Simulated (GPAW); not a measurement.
Set up this calculation in GPAW 26.7.0, as an ASE script.

```
Task                : single point
Functional          : HSE06
Potentials or basis : GPAW PAW data sets (gpaw-data 1.2.1)
Cutoff              : 450 eV
Basis               : pw
k mesh              : 3 × 3 × 2
Occupations         : fermi-dirac, width 0.05 eV
Spin                : no spin polarisation
Maxiter             : 60
```

The structure of SnSe2 lies in SnSe2.cif:

```cif
data_SnSe2
_cell_length_a 3.81100000
_cell_length_b 3.81100000
_cell_length_c 6.13600000
_cell_angle_alpha 90.00000000
_cell_angle_beta 90.00000000
_cell_angle_gamma 120.00000000
_space_group_name_H-M_alt 'P1'
_space_group_name_Hall 'P 1'
_space_group_IT_number 1
loop_
_space_group_symop_operation_xyz
'x,y,z'
loop_
_atom_site_label
_atom_site_type_symbol
_atom_site_symmetry_multiplicity
_atom_site_Wyckoff_symbol
_atom_site_fract_x
_atom_site_fract_y
_atom_site_fract_z
_atom_site_occupancy
Sn1 Sn 1 a 0.0000000000 0.0000000000 0.0000000000 1
Se1 Se 1 a 0.6666666667 0.3333333333 0.7510000000 1
Se2 Se 1 a 0.3333333333 0.6666666667 0.2490000000 1
```

One way to write it, as run:

run.py

```python
from ase.dft.bandgap import bandgap
from ase.io import read, write
from gpaw import GPAW, PW

atoms = read('SnSe2.cif')

calc = GPAW(mode=PW(450),
            xc='HSE06',
            kpts={'size': (3, 3, 2), 'gamma': True},
            occupations={'name': 'fermi-dirac', 'width': 0.05},
            nbands=19,
            convergence={'density': 1e-05, 'energy': 1e-05},
            maxiter=60,
            txt='gpaw.txt')
atoms.calc = calc
energy = atoms.get_potential_energy()
forces = atoms.get_forces()
calc.write('gs.gpw')
write('result.traj', atoms)
print(f'Energy: {energy:.6f} eV')
print('Forces (eV/A):')
print(forces.round(4))
print('Fermi level:', round(calc.get_fermi_level(), 4), 'eV')
print(f'Gap: {bandgap(calc)[0]:.4f} eV, direct: {bandgap(calc, direct=True)[0]:.4f} eV')
```

Potentials or basis: GPAW PAW data sets (gpaw-data 1.2.1), pw.

Command:

```bash
$ OMP_NUM_THREADS=1 python run.py
```

Results of the run:

- Largest force: 0.285 eV/Å
- Band gap on the k mesh: 1.88 eV, direct

Caveat: the k mesh is coarse (spacing up to 0.63 Å⁻¹), so the values aren't converged, least of all with exact exchange; exact exchange converges slowly with the k mesh, and this mesh is small; the PAW data sets were made with another functional, which shifts forces and pressure a little; spin-orbit coupling is left out, which moves the levels of the heavy elements; an odd mesh through Γ misses points on the zone boundary, where band edges often lie.

Wall time 11 min on 1 thread of Arm Neoverse V2, with other jobs on the host, peak memory 0.24 GiB.
